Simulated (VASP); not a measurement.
# Si: single point with PBEsol

Si:

```xyz
4
Lattice="-3.4252 3.4252 1.8647 3.4252 -3.4252 1.8647 3.4252 3.4252 -1.8647" Properties=species:S:1:pos:R:3 pbc="T T T"
Si    1.2249    1.2249    0.0000
Si    2.2003    2.2003    1.8647
Si    2.2003   -2.2003    1.8647
Si   -2.2003    2.2003    1.8647
```

The cell isn't the ideal one: strain +0.030 along x and y, -0.030 along z, atoms carried along.

| Quantity | Value |
| --- | --- |
| Program | VASP 6.6.1 |
| Task | single point |
| Functional | PBEsol |
| Potentials or basis | VASP PAW PBE potentials, release 64 (Si) |
| Cutoff | 520 eV |
| k mesh | 10 × 10 × 10 |
| Occupations | gaussian, width 0.03 eV |
| Spin | no spin polarisation |
| Dipole correction | no |
| Further INCAR settings | ALGO = Fast; EDIFF = 1e-06; NBANDS = 16 |

```json
{
  "Pressure": "-2.1 GPa",
  "Largest force": "0.621 eV/Å",
  "Band gap on the k mesh": "0.25 eV, indirect (least direct gap 1.00 eV)"
}
```

Forces in eV/Å, atoms in the order of the input:
```
Si  -0.439 -0.439  0.000
Si   0.439  0.439  0.000
Si   0.439 -0.439  0.000
Si  -0.439  0.439  0.000
```

Stress tensor (GPa, compression positive):
```
-5.34  0.00  0.00
 0.00 -5.34  0.00
 0.00  0.00  4.45
```

Levels at points of the mesh, in eV from the valence-band top:
```tsv
k point	band 5	band 6	band 7	band 8	band 9	band 10	band 11	band 12
(0.00, 0.00, 0.00)	-3.60	-1.08	-1.08	-0.37	1.27	1.27	2.01	2.64
(0.50, 0.00, 0.00)	-4.20	-3.34	-2.15	-1.50	0.80	2.08	2.89	3.43
(0.50, 0.50, 0.00)	-2.79	-2.04	-1.50	-1.18	1.85	2.11	2.37	3.63
(0.50, 0.50, 0.50)	-2.33	-0.04	-0.04	0.00	1.00	2.70	2.90	4.02
```

Run time: 3.3 min on 1 thread of AMD EPYC 7R43 64-Core Processor (Zen 3) (shared host), peak memory 0.25 GiB.

Caveat: the PAW data sets were made with another functional, which shifts forces and pressure a little. A k mesh can miss the band edges.
